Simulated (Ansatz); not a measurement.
# CoSi2/Si/CoSi2: conductance against the thickness of the layer, part 2 of 6

How fast does the current through CoSi2/Si/CoSi2 fall with each added layer? Both electrodes are CoSi2 fluorite(111); the barrier is Si diamond(111) (whole bilayers). In the first transport cell, after relaxation, the nearest pair of electrode and barrier is Si–Si at 2.38 Å, along the normal, at the lower face and Si–Si at 2.38 Å, along the normal, at the upper one. All share a net of side 3.829 Å, which strains the lower electrode by +1.0 % and the barrier by -1.0 %, against typed lattice constants near PBE's. The first steps treat the bulk electrodes alone.

Ansatz 0.2.0; PBE DFT, plane waves, PAW files (the session's first sound run).

So far: Starting point; Layer spacing of the electrode.

### Step 3. Relaxing the interfaces

System of this step: CoSi2/Si/CoSi2. The cell holds 14 atoms: 12 Si and 2 Co. Its edges and angles: a = 3.829 Å, b = 3.829 Å, c = 33.840 Å, α = 90.0°, β = 90.0°, γ = 120.0°. Vacuum lies along c.

Tunnelling depends exponentially on distance, so the interfaces are relaxed first. A short slab in vacuum serves: only the barrier and the layers next to it are taken over, and later cells can add or drop layers in the barrier's middle. The dipole correction removes the field that unlike faces would set up across the vacuum.

The input, input.yaml:

```yaml
crystal:
  lattice:
    - [3.829, 0.0, 0.0]
    - [-1.9145, 3.3160112711, 0.0]
    - [0.0, 0.0, 33.8404495605]
  atoms:
    - { symbol: Si, position: [0.33333333, 0.66666667, 0.2364034788] }
    - { symbol: Si, position: [0.0, 0.0, 0.2817982638] }
    - { symbol: Co, position: [0.33333333, 0.66666667, 0.3044956564] }
    - { symbol: Si, position: [0.66666667, 0.33333333, 0.3271930489] }
    - { symbol: Si, position: [0.66666667, 0.33333333, 0.394272536] }
    - { symbol: Si, position: [0.0, 0.0, 0.417767528] }
    - { symbol: Si, position: [0.0, 0.0, 0.488252504] }
    - { symbol: Si, position: [0.33333333, 0.66666667, 0.511747496] }
    - { symbol: Si, position: [0.33333333, 0.66666667, 0.582232472] }
    - { symbol: Si, position: [0.66666667, 0.33333333, 0.605727464] }
    - { symbol: Si, position: [0.66666667, 0.33333333, 0.6728069511] }
    - { symbol: Co, position: [0.0, 0.0, 0.6955043436] }
    - { symbol: Si, position: [0.33333333, 0.66666667, 0.7182017362] }
    - { symbol: Si, position: [0.0, 0.0, 0.7635965212] }
kpoints:
  mp_grid: { grid: [8, 8, 1] }
scf:
  occupations: { method: fermi_dirac, width: 0.1 }
  max_iter: 150
hamiltonian:
  xc: pbe
efield:
  axis: 3
  dipole_correction: true
relax:
  f_tol: 0.04
  max_steps: 60
output:
  forces: true
```

Run with:

```console
$ ansatz run input.yaml --threads 8 --pin off --max-ram 24576MiB --backend cpu --events-out ev --progress --plain --runs-dir out
```

Numbers of over 12 decimals in the logs are rounded to 6 here.

Log:

```text
[...]
Crystal: 14 atoms, lattice volume = 429.672 Å³
Basis set: ecut = 420 eV, 8345 PW (Γ), exchange–correlation on 54×54×480 points (8 copies of the dense FFT grid, shifted against one another)
Bands: 55, of which v1, the nominal top of the filled ones, is band 41 counted from 1 (40 counted from 0)
Symmetry: 6 space group operations
k-points: 10 of 64 (time reversal used)
[...]
SCF iter   1: F=—  HF=-17880.116757 eV  |F-HF|=—  |Δ(HF+E_count)|=         —  Δρ=6.64e-3  dr2=1.74e-1  ethr=1.77e-3  p=0.000 e·Å  D=2.66e-14 V/Å  ΔV_dip=-0.00 eV  dr2_dipole=1.56e-6  V_vac-E_F(+/−)=4.86/4.86 eV  ⟨swp⟩=11.3  Hψ=3226  notcnv=0  defer=2
efield: sawtooth ramp at fractional position 0.9500 (placed from the atoms, in the widest stretch of the axis that holds none; the zero of the levels goes with the place), width 0.1000; the density the first Hamiltonian is built on has a dipole p = 0.000 e·Å; the dipole correction subtracts the counter field D = 2.66e-14 V/Å, which shifts the + side's vacuum level by -0.00 eV against the − side's; the planar-averaged density in the ramp window peaks in size at 2.2e-5 e/Å³
[...]
SCF iter   2: F=—  HF=-17880.151661 eV  |F-HF|=—  |Δ(HF+E_count)|=   3.49e-2  Δρ=1.54e-2  dr2=7.60e-1  ethr=2.12e-4  p=0.000 e·Å  D=7.32e-6 V/Å  ΔV_dip=-0.00 eV  dr2_dipole=7.28e-7  V_vac-E_F(+/−)=5.08/5.08 eV  ⟨swp⟩=2.4  Hψ=1176  notcnv=0  defer=16  recentre
[...]
SCF iter   6: F=-17880.102996 eV  HF=-17880.103014 eV  |F-HF|=1.79e-5  |Δ(HF+E_count)|=   2.85e-5  Δρ=8.93e-5  dr2=3.25e-5  ethr=4.88e-8  p=-0.000 e·Å  D=-5.33e-7 V/Å  ΔV_dip=0.00 eV  dr2_dipole=9.61e-10  V_vac-E_F(+/−)=5.20/5.20 eV  ⟨swp⟩=3.8  Hψ=2403  notcnv=0
SCF 1 converged in 6 iterations: F = -17880.102996 eV  dr2 = 3.25e-5
[...]
relax step   1: F+E_penalty+E_count = -17880.10299566 eV  Δ(F+E_penalty+E_count) = +0.000e0 eV  max|allowed force component| = 1.193e0 eV/Å  Δτ_max = 0.0000 Å  (6 SCF iters, dr2 threshold 4.00e-5 eV, accepted)
[...]
SCF iter   1: F=—  HF=-17880.257197 eV  |F-HF|=—  |Δ(HF+E_count)|=         —  Δρ=2.90e-3  dr2=1.64e-1  ethr=2.08e-4  p=-0.000 e·Å  D=-5.33e-7 V/Å  ΔV_dip=0.00 eV  dr2_dipole=1.36e-8  V_vac-E_F(+/−)=5.16/5.16 eV  ⟨swp⟩=1.2  Hψ=1797  notcnv=0  defer=15
efield: sawtooth ramp at fractional position 0.9500 (handed on by an earlier solve), width 0.1000; the density the first Hamiltonian is built on has a dipole p = -0.000 e·Å; the dipole correction subtracts the counter field D = -5.33e-7 V/Å, which shifts the + side's vacuum level by +0.00 eV against the − side's; the planar-averaged density in the ramp window peaks in size at 4.7e-6 e/Å³
[...]
SCF iter   2: F=—  HF=-17880.244813 eV  |F-HF|=—  |Δ(HF+E_count)|=   1.24e-2  Δρ=1.95e-3  dr2=3.03e-2  ethr=2.00e-4  p=-0.000 e·Å  D=-8.85e-8 V/Å  ΔV_dip=0.00 eV  dr2_dipole=2.23e-8  V_vac-E_F(+/−)=5.13/5.13 eV  ⟨swp⟩=2.0  Hψ=800  notcnv=0  defer=15
[...]
SCF iter   7: F=-17880.238961 eV  HF=-17880.238964 eV  |F-HF|=2.45e-6  |Δ(HF+E_count)|=   4.66e-7  Δρ=2.75e-5  dr2=5.12e-6  ethr=1.08e-7  p=0.000 e·Å  D=5.17e-7 V/Å  ΔV_dip=-0.00 eV  dr2_dipole=1.77e-10  V_vac-E_F(+/−)=5.18/5.18 eV  ⟨swp⟩=3.5  Hψ=2138  notcnv=0
SCF 2 converged in 7 iterations: F = -17880.238961 eV  dr2 = 5.12e-6
[...]
relax step   2: F+E_penalty+E_count = -17880.23896146 eV  Δ(F+E_penalty+E_count) = -1.360e-1 eV  max|allowed force component| = 5.041e-1 eV/Å  Δτ_max = 0.0627 Å  (7 SCF iters, dr2 threshold 8.89e-5 eV, accepted)
SCF iter   1: F=—  HF=-17880.285523 eV  |F-HF|=—  |Δ(HF+E_count)|=         —  Δρ=3.55e-3  dr2=7.61e-2  ethr=1.83e-3  p=0.000 e·Å  D=5.16e-7 V/Å  ΔV_dip=-0.00 eV  dr2_dipole=2.78e-8  V_vac-E_F(+/−)=5.15/5.15 eV  ⟨swp⟩=3.9  Hψ=1098  notcnv=0  defer=16
[...]
SCF iter   7: F=-17880.280772 eV  HF=-17880.280777 eV  |F-HF|=4.68e-6  |Δ(HF+E_count)|=   8.92e-7  Δρ=3.11e-5  dr2=5.59e-6  ethr=1.94e-8  p=-0.000 e·Å  D=-1.31e-7 V/Å  ΔV_dip=0.00 eV  dr2_dipole=3.40e-10  V_vac-E_F(+/−)=5.16/5.16 eV  ⟨swp⟩=5.0  Hψ=1921  notcnv=0
SCF 3 converged in 7 iterations: F = -17880.280772 eV  dr2 = 5.59e-6
relax step   3: F+E_penalty+E_count = -17880.28077232 eV  Δ(F+E_penalty+E_count) = -4.181e-2 eV  max|allowed force component| = 8.148e-2 eV/Å  Δτ_max = 0.0544 Å  (7 SCF iters, dr2 threshold 1.59e-5 eV, accepted)
SCF iter   1: F=—  HF=-17880.282513 eV  |F-HF|=—  |Δ(HF+E_count)|=         —  Δρ=4.86e-4  dr2=1.22e-3  ethr=3.18e-5  p=-0.000 e·Å  D=-1.31e-7 V/Å  ΔV_dip=0.00 eV  dr2_dipole=9.10e-10  V_vac-E_F(+/−)=5.16/5.16 eV  ⟨swp⟩=2.0  Hψ=1113  notcnv=0  defer=14
[...]
SCF iter   8: F=-17880.282321 eV  HF=-17880.282321 eV  |F-HF|=4.62e-9  |Δ(HF+E_count)|=   4.87e-8  Δρ=1.64e-6  dr2=1.68e-8  ethr=1.22e-10  p=-0.000 e·Å  D=-6.35e-7 V/Å  ΔV_dip=0.00 eV  dr2_dipole=1.39e-11  V_vac-E_F(+/−)=5.16/5.16 eV  ⟨swp⟩=4.7  Hψ=1811  notcnv=0
SCF 4 converged in 8 iterations: F = -17880.282321 eV  dr2 = 1.68e-8
relax step   4: F+E_penalty+E_count = -17880.28232108 eV  Δ(F+E_penalty+E_count) = -1.549e-3 eV  max|allowed force component| = 2.044e-2 eV/Å  Δτ_max = 0.0094 Å  (8 SCF iters, accepted)
SCF converged after 8 iterations
Free energy (F): -17880.282321 eV
[...]
Internal energy: -17880.051677 eV  (E = F + TS)
E sigma→0 (E₀):  -17880.166999 eV
Entropy (-TS):   -0.230644 eV (-16.475 meV/atom)
Fermi energy:    2.410808 eV
Dipole field:    D = 0.000003 V/Å  (p = 0.000007 e·Å, saw-weighted, corrected)
Work function:   Φ+ = 5.1605 eV   Φ− = 5.1606 eV
Levels:          The Fermi level and band energies are counted from a zero that moves with the ramp; work functions are not
[...]
--- Forces (eV/Å), atoms counted from 1 ---
  atom   1  Si     0.00000000     0.00000000    -0.02043933
  atom   2  Si     0.00000000    -0.00000000     0.00715407
  atom   3  Co     0.00000000    -0.00000000    -0.01167042
  atom   4  Si    -0.00000000     0.00000000     0.01616575
  atom   5  Si     0.00000000    -0.00000000    -0.00439041
  atom   6  Si     0.00000000     0.00000000     0.01228339
  atom   7  Si     0.00000000    -0.00000000     0.01323080
  atom   8  Si     0.00000000     0.00000000    -0.01320328
  atom   9  Si     0.00000000    -0.00000000    -0.01225377
  atom  10  Si    -0.00000000     0.00000000     0.00438670
  atom  11  Si     0.00000000    -0.00000000    -0.01615927
  atom  12  Co     0.00000000     0.00000000     0.01168671
  atom  13  Si     0.00000000     0.00000000    -0.00716013
  atom  14  Si    -0.00000000    -0.00000000     0.02040661
  max |Σ_I F_I| component: 3.74e-5 eV/Å
--- Relaxed structure (4 steps of the walk, 4 accepted, 0 SCFs on fresh bases) ---
  F+E_penalty+E_count = -17880.28232108 eV   max|allowed force component| = 2.044e-2 eV/Å
  atoms:
    - { symbol: Si, position: [0.333333, 0.666667, 0.237893] }
    - { symbol: Si, position: [7.930164505921556e-18, -1.3028127166247928e-17, 0.282512] }
    - { symbol: Co, position: [0.333333, 0.666667, 0.303253] }
    - { symbol: Si, position: [0.666667, 0.333333, 0.324367] }
    - { symbol: Si, position: [0.666667, 0.333333, 0.394567] }
    - { symbol: Si, position: [7.930164505921527e-18, -1.3028127166247988e-17, 0.417982] }
    - { symbol: Si, position: [7.930164505921508e-18, -1.3028127166248015e-17, 0.488163] }
    - { symbol: Si, position: [0.333333, 0.666667, 0.511837] }
    - { symbol: Si, position: [0.333333, 0.666667, 0.582018] }
    - { symbol: Si, position: [0.666667, 0.333333, 0.605433] }
    - { symbol: Si, position: [0.666667, 0.333333, 0.675633] }
    - { symbol: Co, position: [7.930164505921476e-18, -1.3028127166248088e-17, 0.696747] }
    - { symbol: Si, position: [0.333333, 0.666667, 0.717488] }
    - { symbol: Si, position: [7.930164505921465e-18, -1.3028127166248105e-17, 0.762107] }
```

It took 9.3 s on 8 threads of Arm Neoverse V2, shared host; peak memory 1.2 GiB; 69 s of CPU time.

The steps of the relaxation:

| step | energy less that of the first step (eV) | largest force component (eV/Å) |
| --- | --- | --- |
| 1 | 0.0000 | 1.1929 |
| 2 | -0.1360 | 0.5041 |
| 3 | -0.1778 | 0.0815 |
| 4 | -0.1793 | 0.0204 |

The run keeps the 6 symmetry operations that it works with, so distortions that break them were not tested.

The atoms that moved most (Å):

| atom | dx | dy | dz | length |
| --- | --- | --- | --- | --- |
| Si4 | 0.000 | 0.000 | -0.096 | 0.096 |
| Si11 | 0.000 | 0.000 | 0.096 | 0.096 |
| Si1 | 0.000 | 0.000 | 0.050 | 0.050 |
| Si14 | 0.000 | 0.000 | -0.050 | 0.050 |
| Co12 | 0.000 | 0.000 | 0.042 | 0.042 |
| Co3 | 0.000 | 0.000 | -0.042 | 0.042 |
| Si2 | 0.000 | 0.000 | 0.024 | 0.024 |
| Si13 | 0.000 | 0.000 | -0.024 | 0.024 |

Numbers from this step:

- free energy: -17880.2823 eV
- Fermi energy: 2.411 eV
- work function, upper face: 5.161 eV
- work function, lower face: 5.161 eV
- dipole moment: 6.61e-6 e·Å
- dipole field: 2.78e-6 V/Å

The largest force component on a free atom ends at 0.020 eV/Å. The work functions of the outer faces are 5.16 and 5.16 eV.

(Continued in part 3 of 6.)

[Logs are printed without paths, hosts, clocks, repeated set-up lines and the standing remarks that a program may print on its own settings, such as how far it seeks lower states.]

[Hosts, paths, dates, database ids (printed as entryN), source tags and the programs' standing remarks are cut or masked in the printed files.]
